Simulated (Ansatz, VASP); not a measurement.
As in VASP and in Ansatz

```
As
1.0
     2.95537    0.00000    0.00000
    -1.47768    2.55943    0.00000
     0.00000    0.00000    9.96556
As
4
Cartesian
  1.4777 2.5594 9.9656
  2.9554 0.0000 4.9828
  0.0000 1.7063 2.4914
  1.4777 0.8531 7.4742
```

Alike in both runs: task single point; functional LDA; k mesh 14 × 14 × 4; occupations fermi-dirac, width 0.1 eV; no spin polarisation.

```csv
,VASP,Ansatz
version,VASP 6.6.1,Ansatz 0.2.0
potentials or method,"VASP PAW LDA potentials, release 64 (As)","plane waves (420 eV) with PAW, scalar-relativistic"
plane-wave cutoff (eV),520,420
valence electrons in the cell,20,60
```

```csv
,VASP,Ansatz,Ansatz less VASP
pressure (GPa),-3.4,-3.6,-0.22
largest component of the traceless stress (GPa),0.73,0.74,+0.010
```

The two sets of potentials don't hold the same shells in valence. Ansatz warned: «pseudo_functional_mismatch».
